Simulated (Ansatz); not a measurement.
A relaxation computed with Ansatz, from input to last step.

```yaml
crystal:
  lattice:
    - [-3.432857906, 3.432857906, 3.432857906]
    - [3.432857906, -3.432857906, 3.432857906]
    - [3.432857906, 3.432857906, -3.432857906]
  atoms:
    - { symbol: Hf, position: [0.25, 0.625, 0.375] }
    - { symbol: Hf, position: [0.375, 0.25, 0.625] }
    - { symbol: Hf, position: [0.75, 0.875, 0.125] }
    - { symbol: Hf, position: [0.125, 0.75, 0.875] }
    - { symbol: Hf, position: [0.625, 0.375, 0.25] }
    - { symbol: Hf, position: [0.875, 0.125, 0.75] }
    - { symbol: "N", position: [0.1268879045, 0.1268879045, 0.1268879045] }
    - { symbol: "N", position: [0.8731120955, 0.5, 0.0] }
    - { symbol: "N", position: [0.5, 0.0, 0.3731120955] }
    - { symbol: "N", position: [0.0, 0.8731120955, 0.5] }
    - { symbol: "N", position: [0.3731120955, 0.5, 0.0] }
    - { symbol: "N", position: [0.6268879045, 0.6268879045, 0.6268879045] }
    - { symbol: "N", position: [0.0, 0.3731120955, 0.5] }
    - { symbol: "N", position: [0.5, 0.0, 0.8731120955] }
basis:
  ecutwfc: 420
kpoints:
  mp_grid: { grid: [6, 6, 6] }
hamiltonian:
  xc: pbesol
scf:
  occupations: { method: gaussian, width: 0.02 }
output:
  forces: true
  stress: true
  eigenvalues: true
relax:
  adjacent_minimum: "off"
  f_tol: 0.01
  max_steps: 30
```

```bash
ansatz run input.yaml --threads 4 --pin off --max-ram 10240MiB --backend cpu --events-out ev --progress --plain --runs-dir out
```

Level of theory: DFT PBEsol, scalar-relativistic, plane waves, PAW in Ansatz.

The volume is held at 1.1 times that of the relaxed cell.

Of 4 frames 4 are shown, positions in Å and forces in eV/Å; the SCF threshold varies from step to step.

```xyz
14
Lattice="-3.4329 3.4329 3.4329 3.4329 -3.4329 3.4329 3.4329 3.4329 -3.4329" Properties=species:S:1:pos:R:3:forces:R:3 pbc="T T T" step=1 free_energy_over_end_meV_per_atom=5.05
Hf    2.5746    0.0000    1.7164    0.0000    0.0000    0.0000
Hf    1.7164    2.5746    0.0000    0.0000    0.0000    0.0000
Hf    0.8582    0.0000    5.1493    0.0000    0.0000    0.0000
Hf    5.1493    0.8582    0.0000    0.0000    0.0000    0.0000
Hf    0.0000    1.7164    2.5746    0.0000    0.0000    0.0000
Hf    0.0000    5.1493    0.8582    0.0000    0.0000    0.0000
N     0.4356    0.4356    0.4356   -0.1380   -0.1380   -0.1380
N    -1.2808    1.2808    4.7137   -0.1380    0.1380    0.1380
N    -0.4356    2.9973    0.4356    0.1380    0.1380   -0.1380
N     4.7137   -1.2808    1.2808    0.1380   -0.1380    0.1380
N     0.4356   -0.4356    2.9973   -0.1380    0.1380    0.1380
N     2.1520    2.1520    2.1520   -0.1380   -0.1380   -0.1380
N     2.9973    0.4356   -0.4356    0.1380   -0.1380    0.1380
N     1.2808    4.7137   -1.2808    0.1380    0.1380   -0.1380
14
Lattice="-3.4329 3.4329 3.4329 3.4329 -3.4329 3.4329 3.4329 3.4329 -3.4329" Properties=species:S:1:pos:R:3:forces:R:3 pbc="T T T" step=2 free_energy_over_end_meV_per_atom=2.63
Hf    2.5746    0.0000    1.7164    0.0000    0.0000    0.0000
Hf    1.7164    2.5746    0.0000    0.0000    0.0000    0.0000
Hf    0.8582    0.0000    5.1493    0.0000    0.0000    0.0000
Hf    5.1493    0.8582    0.0000    0.0000    0.0000    0.0000
Hf    0.0000    1.7164    2.5746    0.0000    0.0000    0.0000
Hf    0.0000    5.1493    0.8582    0.0000    0.0000    0.0000
N     0.4239    0.4239    0.4239   -0.1020   -0.1020   -0.1020
N    -1.2926    1.2926    4.7254   -0.1020    0.1020    0.1020
N    -0.4239    3.0090    0.4239    0.1020    0.1020   -0.1020
N     4.7254   -1.2926    1.2926    0.1020   -0.1020    0.1020
N     0.4239   -0.4239    3.0090   -0.1020    0.1020    0.1020
N     2.1403    2.1403    2.1403   -0.1020   -0.1020   -0.1020
N     3.0090    0.4239   -0.4239    0.1020   -0.1020    0.1020
N     1.2926    4.7254   -1.2926    0.1020    0.1020   -0.1020
14
Lattice="-3.4329 3.4329 3.4329 3.4329 -3.4329 3.4329 3.4329 3.4329 -3.4329" Properties=species:S:1:pos:R:3:forces:R:3 pbc="T T T" step=3 free_energy_over_end_meV_per_atom=0.05
Hf    2.5746    0.0000    1.7164    0.0000    0.0000    0.0000
Hf    1.7164    2.5746    0.0000    0.0000    0.0000    0.0000
Hf    0.8582    0.0000    5.1493    0.0000    0.0000    0.0000
Hf    5.1493    0.8582    0.0000    0.0000    0.0000    0.0000
Hf    0.0000    1.7164    2.5746    0.0000    0.0000    0.0000
Hf    0.0000    5.1493    0.8582    0.0000    0.0000    0.0000
N     0.3909    0.3909    0.3909    0.0144    0.0144    0.0144
N    -1.3255    1.3255    4.7583    0.0144   -0.0144   -0.0144
N    -0.3909    3.0419    0.3909   -0.0144   -0.0144    0.0144
N     4.7583   -1.3255    1.3255   -0.0144    0.0144   -0.0144
N     0.3909   -0.3909    3.0419    0.0144   -0.0144   -0.0144
N     2.1074    2.1074    2.1074    0.0144    0.0144    0.0144
N     3.0419    0.3909   -0.3909   -0.0144    0.0144   -0.0144
N     1.3255    4.7583   -1.3255   -0.0144   -0.0144    0.0144
14
Lattice="-3.4329 3.4329 3.4329 3.4329 -3.4329 3.4329 3.4329 3.4329 -3.4329" Properties=species:S:1:pos:R:3:forces:R:3 pbc="T T T" step=4 free_energy_over_end_meV_per_atom=0.00
Hf    2.5746    0.0000    1.7164    0.0000    0.0000    0.0000
Hf    1.7164    2.5746    0.0000    0.0000    0.0000    0.0000
Hf    0.8582    0.0000    5.1493    0.0000    0.0000    0.0000
Hf    5.1493    0.8582    0.0000    0.0000    0.0000    0.0000
Hf    0.0000    1.7164    2.5746    0.0000    0.0000    0.0000
Hf    0.0000    5.1493    0.8582    0.0000    0.0000    0.0000
N     0.3946    0.3946    0.3946    0.0001    0.0001    0.0001
N    -1.3218    1.3218    4.7547    0.0001   -0.0001   -0.0001
N    -0.3946    3.0382    0.3946   -0.0001   -0.0001    0.0001
N     4.7547   -1.3218    1.3218   -0.0001    0.0001   -0.0001
N     0.3946   -0.3946    3.0382    0.0001   -0.0001   -0.0001
N     2.1111    2.1111    2.1111    0.0001    0.0001    0.0001
N     3.0382    0.3946   -0.3946   -0.0001    0.0001   -0.0001
N     1.3218    4.7547   -1.3218   -0.0001   -0.0001    0.0001
```

Time: 20 s on 4 threads of Oxide Virtual Turin-like Processor (Zen 5), with other jobs on the host, peak memory 0.86 GiB.

Spin–orbit coupling is left out, which can shift energies with elements as heavy as these.